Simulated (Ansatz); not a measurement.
**MnSb, one cell by several methods**

```yaml
crystal:
  lattice:
    - [0.00000, 3.09009, 3.09009]
    - [3.09009, 0.00000, 3.09009]
    - [3.09009, 3.09009, 0.00000]
  atoms:
    - { symbol: Mn, position: [0.00000, 0.00000, 0.00000] }
    - { symbol: Sb, position: [0.25000, 0.25000, 0.25000] }
```

Atoms are numbered in the order listed.

The structure comes from a relaxation in the same program, started in the zincblende type, and has space group F-43m. Whether it is a known phase or the ground state wasn't checked.

The magnetic state is the one reached from the start moments; no search over orders was made, so it needn't be the ground state.

Spin–orbit coupling is left out, though it moves levels of the heavy atoms by tenths of an eV or more.

All numbers are computed: DFT, PBE, PAW with Ansatz's default frozen-core files, scalar-relativistic (Ansatz 0.2.0); DFT, PBE, all-electron PAW with datasets made for the crystal, scalar-relativistic (Ansatz 0.2.0); DFT, PBE, all-electron LAPW, scalar-relativistic (Ansatz 0.2.0).

For PAW: a Γ-centred 10×10×10 k mesh, Fermi–Dirac smearing of 0.03 eV, cutoff 420 eV, spin-polarised from start moments Mn1 4 μB. The crystal-made all-electron datasets (AE datasets) take a cutoff of 240 eV at this cell. LAPW targets a basis error of 0.5 meV/atom. The Ansatz runs share mesh, smearing and spin set-up. Plane-wave (PAW) pressures include the program's estimate of the Pulay term.

Stress and pressure are positive in compression.

Levels count from the Fermi level.

```tsv
quantity	PAW	AE datasets	LAPW
pressure (GPa)	-0.02	-0.01	-0.01
moment of the cell (μB)	4.000	4.000	4.000
highest filled spin-up level at L (eV)	-2.470	-2.468	-2.468
lowest empty spin-up level at L (eV)	0.999	0.999	0.999
highest filled spin-up level at U (eV)	-0.254	-0.254	-0.254
lowest empty spin-up level at U (eV)	3.718	3.719	3.719
highest filled spin-up level at W (eV)	-1.006	-1.007	-1.007
lowest empty spin-up level at W (eV)	5.646	5.646	5.646
```
